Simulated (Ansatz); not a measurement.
A relaxation computed with Ansatz, from input to last step.

```yaml
crystal:
  lattice:
    - [3.4419409895, 0.0, 0.0]
    - [-1.7209704948, 2.9808083353, 0.0]
    - [0.0, 0.0, 11.06233131]
  atoms:
    - { symbol: Hg, position: [0.0, 0.0, 0.0] }
    - { symbol: Hg, position: [0.33333333, 0.66666667, 0.25] }
    - { symbol: Hg, position: [0.0, 0.0, 0.5] }
    - { symbol: Hg, position: [0.66666667, 0.33333333, 0.75] }
basis:
  ecutwfc: 420
kpoints:
  mp_grid: { grid: [12, 12, 4] }
hamiltonian:
  xc: pbe
scf:
  occupations: { method: gaussian, width: 0.1 }
output:
  forces: true
  stress: true
  eigenvalues: true
  write_density: true
  write_potential: true
  elf: true
  volumetric_format: npy
relax:
  adjacent_minimum: "off"
  f_tol: 0.02
  max_steps: 70
  cell: { stress_tol: 0.1 }
```

```bash
ansatz run input.yaml --threads 2 --pin off --max-ram 5120MiB --backend cpu --events-out ev --progress --plain --runs-dir out
```

Theory: DFT PBE, scalar-relativistic, plane waves, PAW in Ansatz 0.2.0.

Of 5 frames 5 are shown, positions in Å and forces in eV/Å; the SCF threshold varies from step to step. Steps run on the plane waves of an earlier cell, with a Pulay correction in the pressure. The basis is chosen afresh for the last frame, the zero of the energies, and at times for earlier ones too; energy and pressure step there, also at an unchanged geometry.

```xyz
4
Lattice="3.4419 0.0000 0.0000 -1.7210 2.9808 0.0000 0.0000 0.0000 11.0623" Properties=species:S:1:pos:R:3:forces:R:3 pbc="T T T" step=1 free_energy_over_end_meV_per_atom=7.03 pressure_GPa=0.82
Hg    0.0000    0.0000    0.0000    0.0000    0.0000    0.0000
Hg    0.0000    1.9872    2.7656    0.0000    0.0000    0.0000
Hg    0.0000    0.0000    5.5312    0.0000    0.0000    0.0000
Hg    1.7210    0.9936    8.2967    0.0000    0.0000    0.0000
4
Lattice="3.4686 0.0000 0.0000 -1.7343 3.0039 0.0000 0.0000 0.0000 11.1264" Properties=species:S:1:pos:R:3:forces:R:3 pbc="T T T" step=2 free_energy_over_end_meV_per_atom=4.57 pressure_GPa=0.58
Hg    0.0000    0.0000    0.0000    0.0000    0.0000    0.0000
Hg    0.0000    2.0026    2.7816    0.0000    0.0000    0.0000
Hg    0.0000    0.0000    5.5632    0.0000    0.0000    0.0000
Hg    1.7343    1.0013    8.3448    0.0000    0.0000    0.0000
4
Lattice="3.5426 0.0000 0.0000 -1.7713 3.0680 0.0000 0.0000 0.0000 11.2699" Properties=species:S:1:pos:R:3:forces:R:3 pbc="T T T" step=3 free_energy_over_end_meV_per_atom=0.94 pressure_GPa=0.18
Hg    0.0000    0.0000    0.0000    0.0000    0.0000    0.0000
Hg    0.0000    2.0453    2.8175    0.0000    0.0000    0.0000
Hg    0.0000    0.0000    5.6349    0.0000    0.0000    0.0000
Hg    1.7713    1.0227    8.4524    0.0000    0.0000    0.0000
4
Lattice="3.5839 0.0000 0.0000 -1.7919 3.1037 0.0000 0.0000 0.0000 11.3192" Properties=species:S:1:pos:R:3:forces:R:3 pbc="T T T" step=4 free_energy_over_end_meV_per_atom=0.65 pressure_GPa=-0.02
Hg    0.0000    0.0000    0.0000    0.0000    0.0000    0.0000
Hg    0.0000    2.0692    2.8298    0.0000    0.0000    0.0000
Hg    0.0000    0.0000    5.6596    0.0000    0.0000    0.0000
Hg    1.7919    1.0346    8.4894    0.0000    0.0000    0.0000
4
Lattice="3.5839 0.0000 0.0000 -1.7919 3.1037 0.0000 0.0000 0.0000 11.3192" Properties=species:S:1:pos:R:3:forces:R:3 pbc="T T T" step=5 free_energy_over_end_meV_per_atom=0.00 pressure_GPa=-0.04
Hg    0.0000    0.0000    0.0000    0.0000    0.0000    0.0000
Hg    0.0000    2.0692    2.8298    0.0000    0.0000    0.0000
Hg    0.0000    0.0000    5.6596    0.0000    0.0000    0.0000
Hg    1.7919    1.0346    8.4894    0.0000    0.0000    0.0000
```

The run took 23 s on 2 threads of Intel(R) Xeon(R) Platinum 8488C (Sapphire Rapids), on a shared host, peak memory 0.61 GiB.

Spin–orbit coupling is left out, which can shift energies with elements as heavy as these.